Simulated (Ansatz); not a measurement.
## MoSi2As4 monolayer in a perpendicular field

Aim: how the MoSi2As4 monolayer screens a field along its normal, and what the field does to its bands. A positive field points along +c.

Main program and level: Ansatz 0.2.0; plane-wave DFT, PBE-D3(BJ), Ansatz PAW (set soft_1); PAW set soft_1.

### Step 1. Starting point

The cell holds 7 atoms: 4 As, 2 Si and 1 Mo. Its edges and angles: a = 3.630 Å, b = 3.630 Å, c = 48.810 Å, α = 90.0°, β = 90.0°, γ = 120.0°. Vacuum lies along c.

### Step 2. Relaxation

The starting cell is a guess, so the in-plane lattice and the atoms are relaxed first, with the slab cut off from its images along the normal.

Input file input.yaml:

```yaml
crystal:
  lattice:
    - [3.63, 0.0, 0.0]
    - [-1.815, 3.1436722157, 0.0]
    - [0.0, 0.0, 48.8102614466]
  atoms:
    - { symbol: As, position: [0.0, 0.0, 0.4087255304] }
    - { symbol: Si, position: [0.3333333333, 0.6666666667, 0.4243364103] }
    - { symbol: As, position: [0.3333333333, 0.6666666667, 0.4700235247] }
    - { symbol: Mo, position: [0.0, 0.0, 0.5] }
    - { symbol: As, position: [0.3333333333, 0.6666666667, 0.5299764753] }
    - { symbol: Si, position: [0.3333333333, 0.6666666667, 0.5756635897] }
    - { symbol: As, position: [0.0, 0.0, 0.5912744696] }
  periodic: [true, true, false]
kpoints:
  mp_grid: { grid: [12, 12, 1] }
hamiltonian:
  xc: pbe
  dispersion: d3bj
  pseudopotentials: { kind: paw, azcp: { folder: soft_1 } }
scf:
  occupations: { method: fermi_dirac, width: 0.05 }
  convergence: { dr2_threshold: 1.0e-09 }
relax:
  f_tol: 0.004
  max_steps: 90
  cell: {}
output:
  write_potential: true
  write_density: true
  volumetric_format: npy
```

Launch:

```sh
ansatz run input.yaml --threads 4 --pin off --max-ram 6144MiB --backend cpu --events-out ev --progress --plain --runs-dir out
```

Numbers of over 12 decimals in the logs are rounded to 6 here.

The program printed:

```text
Warning: relax.cell: scf.convergence.dr2_threshold = 1e-9 eV is looser than the 1.95750542045e-10 eV advised for a relaxation that steers and ends on the stress (1e-10 eV for each atom of the cell: 7, times the square of relax.cell.stress_2d_tol = 0.05 N/m over 18.9 Å (the atoms' height at the walk's start and 5 Å past either face), 2.644e-2 GPa, over a crystal's default 0.05). What an SCF threshold leaves in a stress goes as its square root, and in the free energy as the threshold itself, and one threshold admits the most on a small cell: [figures from the program's tests cut] Set scf.convergence.dr2_threshold to 1.95750542045e-10 eV or tighter. [rest of the remark cut]
Engine: ansatz 0.2.0, aarch64-unknown-linux-gnu
Pseudopotentials: kind: paw
Pseudopotential: As, paw, valence charge 15, recommended cutoff 420 eV (normal), soft_1/As.paw.azcp
Pseudopotential: Si, paw, valence charge 4, recommended cutoff 420 eV (normal), soft_1/Si.paw.azcp
Pseudopotential: Mo, paw, valence charge 14, recommended cutoff 420 eV (normal), soft_1/Mo.paw.azcp
Functional definition: PBE
  parameter kappa = 0.804
  parameter beta = 0.066725
  exchange = pbe_x(kappa = kappa, mu = beta*pi^2/3)
  correlation = pbe_c(beta = beta)
Crystal: 7 atoms, lattice volume = 557.000 Å³
Basis set: ecut = 420 eV, 10735 PW (Γ), exchange–correlation on 50×50×720 points (8 copies of the dense FFT grid, shifted against one another)
Bands: 50, of which v1, the nominal top of the filled ones, is band 41 counted from 1 (40 counted from 0)
Symmetry: 12 space group operations
Space group: P-6m2 (ITA 187), of the structure as read, at distance tolerance 8.2e-5 Å
k-points: 19 of 144 (time reversal used)
Non-local potential: As, projectors of the file, l = 0: 2, l = 1: 2, l = 2: 3, l = 3: 1
Non-local potential: Si, projectors of the file, l = 0: 2, l = 1: 2, l = 2: 1
Non-local potential: Mo, projectors of the file, l = 0: 3, l = 1: 2, l = 2: 2, l = 3: 1
PAW form: soft (Blöchl's): semilocal exchange-correlation on the pseudo side does not see the compensation charge
PAW one-centre angular grid: As, 590 points (default); XC on 64 Gauss nodes
PAW one-centre angular grid: Si, 110 points (default); XC on 64 Gauss nodes
PAW one-centre angular grid: Mo, 590 points (default); XC on 64 Gauss nodes
Initial density: superposition of atomic densities (neutral atoms: chi_scale 0, normalization atom)
Initial wavefunctions: pseudopotential atomic-orbital guess
Functional: x = pbe(κ = 0.804, μ = 0.219515), c = pbe(β = 0.066725)
SCF iter   1: F=—  HF=-25655.567925 eV  |F-HF|=—  |Δ(HF+E_count)|=         —  Δρ=2.90e-2  dr2=6.16e0  ethr=3.10e-3  ⟨swp⟩=15.4  Hψ=5779  notcnv=0
preconditioner: auto → Resta (q_TF=auto, 1.983 Å⁻¹)  ε∞=2.1  [insulator: Δε(μ)=0.593 eV  Ē_g=8.782 eV  σ=0.050 eV  W_gap=0.99  n_scr=30 (ndim 8)  ℏωp=9.2 eV  f_vac=0.733  D(μ)=0.01/eV (n_scr^D=0)  ε∞_Penn≈2.1  vacuum switching on, ρ_ref=5.6e-3 e/Å³]
SCF iter   2: F=—  HF=-25654.950779 eV  |F-HF|=—  |Δ(HF+E_count)|=   6.17e-1  Δρ=2.06e-2  dr2=6.73e0  ethr=3.10e-3  ⟨swp⟩=4.2  Hψ=2528  notcnv=0  defer=41
preconditioner: auto → LDOS  [insulator: Δε(μ)=0.204 eV  Ē_g=8.399 eV  σ=0.050 eV  W_gap=0.74  n_scr=30 (ndim 8)  ℏωp=9.2 eV  f_vac=0.735  D(μ)=0.85/eV (n_scr^D=8)  ε∞_Penn≈2.2  β→1.0]
SCF iter   3: F=—  HF=-25654.297359 eV  |F-HF|=—  |Δ(HF+E_count)|=   6.53e-1  Δρ=7.74e-3  dr2=8.79e-1  ethr=3.10e-3  ⟨swp⟩=4.2  Hψ=1810  notcnv=0  defer=42
SCF iter   4: F=—  HF=-25654.208861 eV  |F-HF|=—  |Δ(HF+E_count)|=   8.85e-2  Δρ=3.06e-3  dr2=1.06e-1  ethr=1.07e-3  ⟨swp⟩=4.1  Hψ=1829  notcnv=0  defer=41
SCF iter   5: F=—  HF=-25654.183554 eV  |F-HF|=—  |Δ(HF+E_count)|=   2.53e-2  Δρ=7.52e-4  dr2=1.36e-2  ethr=1.29e-4  ⟨swp⟩=3.8  Hψ=1779  notcnv=0  defer=41
SCF iter   6: F=—  HF=-25654.181542 eV  |F-HF|=—  |Δ(HF+E_count)|=   2.01e-3  Δρ=3.39e-4  dr2=3.93e-4  ethr=1.65e-5  ⟨swp⟩=3.0  Hψ=1555  notcnv=0  defer=41
SCF iter   7: F=—  HF=-25654.181760 eV  |F-HF|=—  |Δ(HF+E_count)|=   2.18e-4  Δρ=9.40e-5  dr2=4.68e-5  ethr=4.80e-7  ⟨swp⟩=4.3  Hψ=2479  notcnv=0  defer=41
SCF iter   8: F=—  HF=-25654.181722 eV  |F-HF|=—  |Δ(HF+E_count)|=   3.84e-5  Δρ=2.44e-5  dr2=4.34e-6  ethr=5.70e-8  ⟨swp⟩=2.3  Hψ=1723  notcnv=0  defer=41
SCF iter   9: F=—  HF=-25654.181754 eV  |F-HF|=—  |Δ(HF+E_count)|=   3.22e-5  Δρ=4.37e-6  dr2=1.30e-7  ethr=5.29e-9  ⟨swp⟩=3.3  Hψ=1700  notcnv=0  defer=41
SCF iter  10: F=—  HF=-25654.181754 eV  |F-HF|=—  |Δ(HF+E_count)|=   1.30e-7  Δρ=1.25e-6  dr2=8.55e-9  ethr=1.59e-10  ⟨swp⟩=3.8  Hψ=1967  notcnv=0  defer=41
SCF iter  11: F=-25654.181754 eV  HF=-25654.181754 eV  |F-HF|=4.08e-9  |Δ(HF+E_count)|=   1.69e-8  Δρ=3.17e-7  dr2=5.44e-10  ethr=1.22e-12  ⟨swp⟩=13.2  Hψ=7632  notcnv=0
SCF 1 converged in 11 iterations: F = -25654.181754 eV  dr2 = 5.44e-10
  greatest PAW one-centre occupation: 0.999 electrons in one spin orbital (limit 2), on the As atom at site 4 (counted from 0), in its partial waves of l = 2
relax step   1: F+E_penalty+E_count = -25654.18175391 eV  Δ(F+E_penalty+E_count) = +0.000e0 eV  max|allowed force component| = 3.140e0 eV/Å  Δτ_max = 0.0000 Å  P = +4.812 N/m  Ω = 557.000 Å³  fix = [c, alpha, beta]  reactions: c +0.000 N/m  (11 SCF iters, accepted)
Crystal: 7 atoms, lattice volume = 553.347 Å³
Basis set: ecut = 420 eV, 10699 PW (Γ), exchange–correlation on 50×50×720 points (8 copies of the dense FFT grid, shifted against one another)
Initial density: handed on by an earlier stage of this run
Initial wavefunctions: those handed on with the density
iter 1 solved again at ethr=2.13e-4 eV; its pass at ethr=3.10e-3 eV (dr2=1.75e-1 eV) is discarded
SCF iter   1: F=—  HF=-25655.225457 eV  |F-HF|=—  |Δ(HF+E_count)|=         —  Δρ=5.24e-3  dr2=1.79e-1  ethr=2.13e-4  ⟨swp⟩=3.5  Hψ=5873  notcnv=0
preconditioner: auto → Resta (q_TF=auto, 1.985 Å⁻¹)  ε∞=2.2  [insulator: Δε(μ)=0.400 eV  Ē_g=8.329 eV  σ=0.050 eV  W_gap=0.96  n_scr=30 (ndim 8)  ℏωp=9.2 eV  f_vac=0.730  D(μ)=0.04/eV (n_scr^D=0)  ε∞_Penn≈2.2  vacuum switching on, ρ_ref=5.0e-3 e/Å³]
SCF iter   2: F=—  HF=-25655.199133 eV  |F-HF|=—  |Δ(HF+E_count)|=   2.63e-2  Δρ=2.58e-3  dr2=6.81e-2  ethr=2.13e-4  ⟨swp⟩=5.3  Hψ=1867  notcnv=0
preconditioner: auto → LDOS  [insulator: Δε(μ)=0.321 eV  Ē_g=8.353 eV  σ=0.050 eV  W_gap=0.91  n_scr=30 (ndim 8)  ℏωp=9.2 eV  f_vac=0.730  D(μ)=0.07/eV (n_scr^D=2)  ε∞_Penn≈2.2  β→1.0]
SCF iter   3: F=—  HF=-25655.215000 eV  |F-HF|=—  |Δ(HF+E_count)|=   1.59e-2  Δρ=1.80e-3  dr2=2.14e-1  ethr=8.30e-5  ⟨swp⟩=5.4  Hψ=2516  notcnv=0  defer=47  recentre
[...]
SCF iter  10: F=—  HF=-25655.521044 eV  |F-HF|=—  |Δ(HF+E_count)|=   8.42e-9  Δρ=6.21e-7  dr2=9.39e-9  ethr=1.69e-10  ⟨swp⟩=3.1  Hψ=1415  notcnv=0  defer=52
SCF iter  11: F=-25655.521044 eV  HF=-25655.521044 eV  |F-HF|=7.28e-12  |Δ(HF+E_count)|=  1.49e-10  Δρ=1.46e-7  dr2=1.24e-10  ethr=1.22e-12  ⟨swp⟩=10.6  Hψ=8151  notcnv=0
SCF 3 converged in 11 iterations: F = -25655.521044 eV  dr2 = 1.24e-10
relax step   3: F+E_penalty+E_count = -25655.52104442 eV  Δ(F+E_penalty+E_count) = -3.304e-1 eV  max|allowed force component| = 4.897e-1 eV/Å  Δτ_max = 0.1947 Å  P = -1.326 N/m  Ω = 545.791 Å³  energy of the carried Pulay correction = +4.279e-4 eV  fix = [c, alpha, beta]  reactions: c -0.000 N/m  (11 SCF iters, accepted)
[...]
relax step   4: F+E_penalty+E_count = -25655.59182253 eV  Δ(F+E_penalty+E_count) = -7.078e-2 eV  max|allowed force component| = 1.475e-1 eV/Å  Δτ_max = 0.1155 Å  P = -0.155 N/m  Ω = 535.641 Å³  energy of the carried Pulay correction = +8.230e-4 eV  fix = [c, alpha, beta]  reactions: c -0.000 N/m  (10 SCF iters, accepted)
[...]
relax step   5: F+E_penalty+E_count = -25655.59308000 eV  Δ(F+E_penalty+E_count) = -1.257e-3 eV  max|allowed force component| = 3.936e-2 eV/Å  Δτ_max = 0.0084 Å  P = +0.012 N/m  Ω = 535.125 Å³  energy of the carried Pulay correction = +8.433e-4 eV  fix = [c, alpha, beta]  reactions: c +0.000 N/m  (9 SCF iters, accepted)
[...]
relax step   6: F+E_penalty+E_count = -25655.59315203 eV  Δ(F+E_penalty+E_count) = -7.203e-5 eV  max|allowed force component| = 3.982e-3 eV/Å  Δτ_max = 0.0018 Å  P = -0.031 N/m  Ω = 535.528 Å³  energy of the carried Pulay correction = +8.274e-4 eV  fix = [c, alpha, beta]  reactions: c -0.000 N/m  (7 SCF iters, accepted)
[...]
relax step   7: F+E_penalty+E_count = -25655.59243474 eV  Δ(F+E_penalty+E_count) = +7.173e-4 eV  max|allowed force component| = 4.155e-3 eV/Å  Δτ_max = 0.0000 Å  P = -0.038 N/m  Ω = 535.528 Å³  fix = [c, alpha, beta]  reactions: c -0.000 N/m  stress off target by 3.79e-2 N/m on what of the cell is left free  SCF on the basis re-selected at this cell (its energy is not comparable with the rows above)  (7 SCF iters)
[...]
relax step   8: F+E_penalty+E_count = -25655.59243572 eV  Δ(F+E_penalty+E_count) = -9.750e-7 eV  max|allowed force component| = 7.742e-4 eV/Å  Δτ_max = 0.0003 Å  P = -0.050 N/m  Ω = 535.528 Å³  fix = [c, alpha, beta]  reactions: c -0.000 N/m  (6 SCF iters, accepted)
iter 1 solved again at ethr=3.09e-6 eV; its pass at ethr=3.10e-3 eV (dr2=2.53e-3 eV) is discarded
SCF iter   1: F=—  HF=-25655.592469 eV  |F-HF|=—  |Δ(HF+E_count)|=         —  Δρ=3.62e-6  dr2=5.01e-8  ethr=3.09e-6  ⟨swp⟩=5.5  Hψ=8835  notcnv=0
eigensolver tolerance schedule: the retry pair's looser diagonalisation over-reported the residual by 50507.34 of it (diagonalisation noise at an unbounded share of the residual, at the tolerance the schedule requests for it); recorded, not acted on — ethr = c·dr2/N_el stays at c = 1.0e-1
SCF iter   2: F=—  HF=-25655.592436 eV  |F-HF|=—  |Δ(HF+E_count)|=   3.34e-5  Δρ=1.96e-6  dr2=4.73e-8  ethr=6.11e-11  ⟨swp⟩=6.8  Hψ=4081  notcnv=0
SCF iter   3: F=—  HF=-25655.592436 eV  |F-HF|=—  |Δ(HF+E_count)|=   5.63e-9  Δρ=1.36e-6  dr2=8.95e-9  ethr=5.77e-11  ⟨swp⟩=2.0  Hψ=1022  notcnv=0
SCF iter   4: F=—  HF=-25655.592436 eV  |F-HF|=—  |Δ(HF+E_count)|=  6.66e-10  Δρ=1.04e-6  dr2=4.55e-9  ethr=1.09e-11  ⟨swp⟩=2.3  Hψ=1215  notcnv=0
SCF iter   5: F=—  HF=-25655.592436 eV  |F-HF|=—  |Δ(HF+E_count)|=  6.98e-10  Δρ=7.08e-7  dr2=1.99e-9  ethr=5.54e-12  ⟨swp⟩=1.8  Hψ=1090  notcnv=0
SCF iter   6: F=-25655.592436 eV  HF=-25655.592436 eV  |F-HF|=3.57e-10  |Δ(HF+E_count)|=  4.73e-10  Δρ=2.88e-7  dr2=2.93e-10  ethr=1.22e-12  ⟨swp⟩=16.3  Hψ=7298  notcnv=0
SCF 9 converged in 6 iterations: F = -25655.592436 eV  dr2 = 2.93e-10
relax step   9: F+E_penalty+E_count = -25655.59243572 eV  Δ(F+E_penalty+E_count) = -2.656e-10 eV  max|allowed force component| = 7.774e-4 eV/Å  Δτ_max = 0.0000 Å  P = -0.050 N/m  Ω = 535.528 Å³  fix = [c, alpha, beta]  reactions: c -0.000 N/m  stress off target by 4.96e-2 N/m on what of the cell is left free  SCF on the basis re-selected at this cell (its energy is not comparable with the rows above)  (6 SCF iters)
basis re-selected at this cell: Δ(F+E_penalty+E_count) = -2.656e-10 eV, ΔP = -0.000 N/m vs the last step (what re-selecting the basis moved, of the pressure what is left beyond the Pulay correction that the steps carried, after the strain that the cell walked since its last selection, with what the two solves' SCF thresholds leave and, on support functions, any second-order correction that the steps lacked; it is no  [...]
SCF converged after 6 iterations
Free energy (F): -25655.592436 eV
Harris-Foulkes:  -25655.592436 eV  (|F-HF|=3.57e-10)
Internal energy: -25655.592425 eV  (E = F + TS)
E sigma→0 (E₀):  -25655.592431 eV
Entropy (-TS):   -0.000010 eV (-0.001 meV/atom)
Fermi energy:    -4.541927 eV
--- Per-component energies (eV) ---
  E_band       = -2312.752366
  E_kinetic    = 895.808418
  E_local      = -470068.978233  (includes V_loc(G=0)·N_el)
  E_nonlocal   = -1377.078897
  E_hartree    = 234731.130101
  E_xc         = -571.587166
  E_vxc        = -611.330897  (∫ρ·V_xc dr)
  E_paw        = -12289.669928  (= ΣΔE_a)
  E_vpaw       = -613.429547  (= ΣTr[D̂ρ^β])
  E_aug_tail   = 0.000088  (compensation charges beyond the density's cutoff)
  E_ewald      = 223027.334730
  E_disp       = -2.551540  (pairwise vdW)
  E_smearing   = -0.000010  (= −TS)
  E_closure    = 0.000000  (closes the sum)
  Σ components = -25655.592436   (vs F -25655.592436, Δ=0.00e0)
--- Forces (eV/Å), atoms counted from 1 ---
  atom   1  As     0.00000000     0.00000000     0.00063808
  atom   2  Si     0.00000000    -0.00000000    -0.00077736
  atom   3  As     0.00000000     0.00000000     0.00064011
  atom   4  Mo     0.00000000     0.00000000     0.00000000
  atom   5  As     0.00000000     0.00000000    -0.00064011
  atom   6  Si     0.00000000    -0.00000000     0.00077736
  atom   7  As     0.00000000     0.00000000    -0.00063808
  max |Σ_I F_I| component: 2.80e-17 eV/Å
--- 2D stress c σ (N/m, compression-positive) ---
       -0.049587       0.000000       0.000000
        0.000000      -0.049587       0.000000
        0.000000       0.000000       0.000000
  P = ½ c Tr σ = -0.0496 N/m
--- Band table (eV; the first three rows and the last of 19) ---
  k-point 0: bands = [... 37 lower, -5.3291, -5.2775, -5.2775, -5.1358, -2.0964, -2.0964, -1.9887, -1.9692, ... 5 higher]
  k-point 1: bands = [... 37 lower, -5.6764, -5.5358, -5.4710, -5.1267, -2.4392, -2.3098, -1.9309, -1.8237, ... 5 higher]
  k-point 2: bands = [... 37 lower, -5.9781, -5.8899, -5.8326, -5.2800, -2.9092, -2.8912, -2.0146, -1.7936, ... 5 higher]
  k-point 18: bands = [... 37 lower, -7.5830, -6.5252, -5.7994, -4.9553, -4.1123, -3.7786, -3.3617, -2.8033, ... 5 higher]
  the weakly bound empty levels are not read free of the cell's end (no_gap_told)
--- Relaxed structure (7 steps of the walk, 7 accepted, 2 SCFs on fresh bases) ---
  F+E_penalty+E_count = -25655.59243572 eV   max|allowed force component| = 7.774e-4 eV/Å   (the final SCF, on the basis selected at the relaxed cell)
  cell:  # Å, volume = 535.5280 Å³
    - [3.559346, 0, 0.0]
    - [-1.779673, 3.082484, 0.0]
    - [0.0, 0.0, 48.8102614466]
  atoms:
    - { symbol: As, position: [1.057355261855499e-17, -5.1357255561990634e-17, 0.398120] }
    - { symbol: Si, position: [0.333333, 0.666667, 0.421279] }
    - { symbol: As, position: [0.333333, 0.666667, 0.469255] }
    - { symbol: Mo, position: [1.0573552618554996e-17, -5.1357255561990634e-17, 0.500000] }
    - { symbol: As, position: [0.333333, 0.666667, 0.530745] }
    - { symbol: Si, position: [0.333333, 0.666667, 0.578721] }
    - { symbol: As, position: [1.057355261855499e-17, -5.1357255561990634e-17, 0.601880] }
```

Run time: 1.9 min. Hardware: 4 threads of Arm Neoverse V2, shared host; peak memory 1.2 GiB; 7.5 min of CPU time.

The steps of the relaxation:

```tsv
step	energy less that of the first step (eV)	largest force component (eV/Å)	volume (Å³)
1	0.0000	3.1401	557.00
2	-1.0089	1.4149	553.35
3	-1.3393	0.4897	545.79
4	-1.4101	0.1475	535.64
5	-1.4113	0.0394	535.12
6	-1.4114	0.0040	535.53
7*	-1.4107	0.0042	535.53
8	-1.4107	0.0008	535.53
9*	-1.4107	0.0008	535.53
```

Relaxation steps marked * repeat the geometry before them on a plane-wave basis chosen anew for their cell, so energy and pressure can jump there.

The run keeps the 12 symmetry operations that it works with, so distortions that break them were not tested.

```tsv
cell as run	before	after	change
a (Å)	3.630	3.559	-1.9 %
b (Å)	3.630	3.559	-1.9 %
```

The atoms that moved most (Å, along periodic axes as changes of fractional coordinates times the final cell, across vacuum about the mean position):

```tsv
atom	dx	dy	dz	length
As1	0.000	0.000	-0.518	0.518
As7	0.000	0.000	0.518	0.518
Si2	0.000	0.000	-0.149	0.149
Si6	0.000	0.000	0.149	0.149
As3	0.000	0.000	-0.038	0.038
As5	0.000	0.000	0.038	0.038
```

The lattice constant a goes from 3.630 to 3.559 Å.

[end of part 1 of 2]

[Logs are printed without paths, hosts, clocks, repeated set-up lines and the standing remarks that a program may print on its own settings, such as how far it seeks lower states.]

[Hosts, paths, dates, database ids (printed as entryN), source tags and the programs' standing remarks are cut or masked in the printed files.]

[Maps of the electrostatic potential energy from Ansatz leave out the sawtooth potential of an applied field or a dipole correction, so their vacuum need not be flat; planar profiles and work functions include it.]
